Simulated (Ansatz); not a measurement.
Li, DFT, PBE, all-electron PAW with datasets made for the crystal, scalar-relativistic (Ansatz 0.2.0), run on 1 thread of Arm Neoverse V1 on a shared host.

The cell was built from the hcp type and relaxed in the same program; it needn't be a known or the stable phase. The listed cell was then made from it by scaling, straining or moving an atom.

Command: `ansatz run input.yaml --threads 1 --pin off --max-ram 2048MiB --backend cpu --events-out ev --progress --plain --runs-dir out`

```yaml
crystal:
  lattice:
    - [3.0544211484, -0.0152721057, -0.0152721057]
    - [-1.5404366058, 2.6528423613, -0.0055899787]
    - [-0.024976007, -0.024976007, 4.9952014055]
  atoms:
    - { symbol: Li, position: [0.3333333333, 0.6666666667, 0.25] }
    - { symbol: Li, position: [0.6666666667, 0.3333333333, 0.75] }
kpoints:
  mp_grid: { grid: [16, 16, 9] }
scf:
  occupations: { method: fermi_dirac, width: 0.05 }
hamiltonian:
  xc: pbe
  pseudopotentials: { kind: all_electron, datasets: crystal }
output:
  forces: true
  stress: true
  eigenvalues: true
  efg: { contact_densities: true }
```

(1) How large is the problem that the program sets up?

(2) Estimate the wall time.

(3) And the same cell and mesh by LAPW (all electrons), asked for forces, stress, eigenvalues, on the same hardware?

(4) And the same cell and mesh by PAW (frozen-core files), asked for forces, stress, eigenvalues, efg, on the same hardware?

Results:

(1) 1154 irreducible k-points, 99 plane waves at Γ, 5 bands.

(2) 17 s of wall time for 5 SCF iterations. Times on shared machines scatter by tens of per cent.

(3) 27 s.

(4) 17 s.
